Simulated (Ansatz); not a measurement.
**BaTe: the band gap up the ladder of functionals**

One table from this session's results is given with a row withheld; the runs are named, their logs left out.

Program: Ansatz 0.2.0. PAW datasets, plane waves. No spin polarisation and no zero-point or thermal motion.

## The system as given

The cell was relaxed beforehand with r2SCAN.

Space group Fm-3m (No. 225), cubic; conventional cell a = 7.065 Å, 44.08 Å³ an atom. Around Ba lie 6 Te at 3.53 Å; around Te lie 6 Ba at 3.53 Å.

Coordinates:

```cif
data_structure
_symmetry_space_group_name_H-M 'P 1'
_symmetry_Int_Tables_number 1
_cell_length_a 4.9955
_cell_length_b 4.9955
_cell_length_c 4.9955
_cell_angle_alpha 60.000
_cell_angle_beta 60.000
_cell_angle_gamma 60.000
_cell_volume 88.15
loop_
_atom_site_label
_atom_site_type_symbol
_atom_site_fract_x
_atom_site_fract_y
_atom_site_fract_z
_atom_site_occupancy
Ba1 Ba 0.00000 0.00000 0.00000 1
Te1 Te 0.50000 0.50000 0.50000 1
```

Set-up of the first run:

Contents of input.yaml:

```yaml
crystal:
  lattice:
    - [0.0, 3.5323868488, 3.5323868488]
    - [3.5323868488, 0.0, 3.5323868488]
    - [3.5323868488, 3.5323868488, 0.0]
  atoms:
    - { symbol: Ba, position: [0.0, 0.0, 0.0] }
    - { symbol: Te, position: [0.5, 0.5, 0.5] }
kpoints:
  mp_grid: { grid: [6, 6, 6] }
  band_path:
    path:
      - [[0.0, 0.0, 0.0], [0.5, 0.0, 0.5], [0.625, 0.25, 0.625]]
      - [[0.375, 0.375, 0.75], [0.0, 0.0, 0.0], [0.5, 0.5, 0.5], [0.5, 0.25, 0.75], [0.5, 0.0, 0.5]]
    npoints: 10
hamiltonian:
  xc: pbe
scf:
  occupations: { method: fermi_dirac, width: 0.02 }
  n_extra_bands: 4
output:
  forces: true
  stress: true
  eigenvalues: true
```

Run with:

```bash
> ansatz run input.yaml --threads 2 --pin off --max-ram 2211MiB --backend cpu --events-out ev --progress --plain --runs-dir out
```

Steps of the session up to this table: PBE bands along the symmetry lines; r2SCAN; HSE06; PBE+SOC; Quasiparticle levels, G0W0@PBE; PBE0 at the same geometry.

One of the session's tables, all rows but one given; the rest of the session is left out.

| level | gap (eV) |
| --- | --- |
| PBE | 1.65 |
| r2SCAN | ? |
| HSE06 | 2.35 |
| PBE+SOC | 1.39 |
| G0W0@PBE (263 empty bands) | 2.65 |
| PBE0 | 3.00 |

Estimate the missing values for r2SCAN.

As computed: gap (eV): 2.00. In the column «gap (eV)» it lies between PBE (1.65) and HSE06 (2.35).

Meshes: PBE 6×6×6, r2SCAN 6×6×6, HSE06 4×4×4, PBE+SOC 6×6×6, PBE0 4×4×4

The gap runs from 1.39 eV (PBE+SOC) to 3.00 eV (PBE0). PBE reaches 62 % of the G0W0@PBE value, and r2SCAN 75 %. PBE0 lies 0.65 eV above HSE06, which differs from it by screening the long-range exchange. The G0W0 figures hold for the stated bands, cutoff and mesh and aren't extrapolated.

Caveats from the session: Warnings in the runs' records: stress exchange threshold loose, stress scf threshold loose.
